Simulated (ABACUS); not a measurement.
Set up this calculation in ABACUS 3.10.1, as the native input.

* Task: band structure
* Functional: WC
* Potentials or basis: GBRV ultrasoft 1.5 PBEsol
* Cutoff: 544 eV
* Density cutoff: 4354 eV
* Basis: plane waves
* Occupations: fermi-dirac, width 0.05 eV
* Spin: no spin polarisation
* Radial cutoff of the potentials (pseudo_rcut): 10 bohr
* Threshold of the eigensolver: 1e-07 Ry
* Density: read from an earlier self-consistent run
* Path: G-X-W-K-G-L-U-W-L-K, U-X
* Points for each segment of the path: 10
* SCF threshold on the density: 1e-08
* Max SCF steps: 100
* Eigensolver: dav
* Mixing: broyden
* Mixing share: 0.7
* Symmetry key: -1
* Bands: 19

The system is InAs.

```
In As
1.0
     0.00000    3.01800    3.01800
     3.01800    0.00000    3.01800
     3.01800    3.01800    0.00000
In As
1 1
Cartesian
  0.0000 0.0000 0.0000
  4.5270 4.5270 4.5270
```

One way to write it, as run:

INPUT

```
INPUT_PARAMETERS
suffix              InAs
calculation         nscf
basis_type          pw
pseudo_dir          ./
symmetry            -1
dft_functional      wc
ecutwfc             40.0
pseudo_rcut         10
nspin               1
nbands              19
ks_solver           dav
smearing_method     fd
smearing_sigma      0.00367493
scf_thr             1e-08
scf_nmax            100
mixing_type         broyden
mixing_beta         0.7
ecutrho             320.0
init_chg            file
pw_diag_thr         1e-07
out_band            1
kpar                4
```

STRU

```
ATOMIC_SPECIES
In 114.8180 in_pbesol_v1.4.uspp.F.UPF
As 74.9216 as_pbesol_v1.uspp.F.UPF

LATTICE_CONSTANT
1.8897261246

LATTICE_VECTORS
0.0000000000 3.0180000000 3.0180000000
3.0180000000 0.0000000000 3.0180000000
3.0180000000 3.0180000000 0.0000000000

ATOMIC_POSITIONS
Direct

In
0.0
1
0.0000000000 0.0000000000 0.0000000000 1 1 1

As
0.0
1
0.7500000000 0.7500000000 0.7500000000 1 1 1
```

KPT

```
K_POINTS
12
Line
0.00000000 0.00000000 0.00000000 10 // G
0.50000000 0.00000000 0.50000000 10 // X
0.50000000 0.25000000 0.75000000 10 // W
0.37500000 0.37500000 0.75000000 10 // K
0.00000000 0.00000000 0.00000000 10 // G
0.50000000 0.50000000 0.50000000 10 // L
0.62500000 0.25000000 0.62500000 10 // U
0.50000000 0.25000000 0.75000000 10 // W
0.50000000 0.50000000 0.50000000 10 // L
0.37500000 0.37500000 0.75000000 1 // K
0.62500000 0.25000000 0.62500000 10 // U
0.50000000 0.00000000 0.50000000 1 // X
```

Potentials or basis: GBRV ultrasoft 1.5 PBEsol, plane waves.

Launch:

```bash
$ OMP_NUM_THREADS=1 mpirun -np 4 abacus > log
```

Wall time 6.7 s on 4 MPI ranks on Intel(R) Xeon(R) 6975P-C (Granite Rapids), with other jobs on the host, peak memory 0.76 GiB a rank.
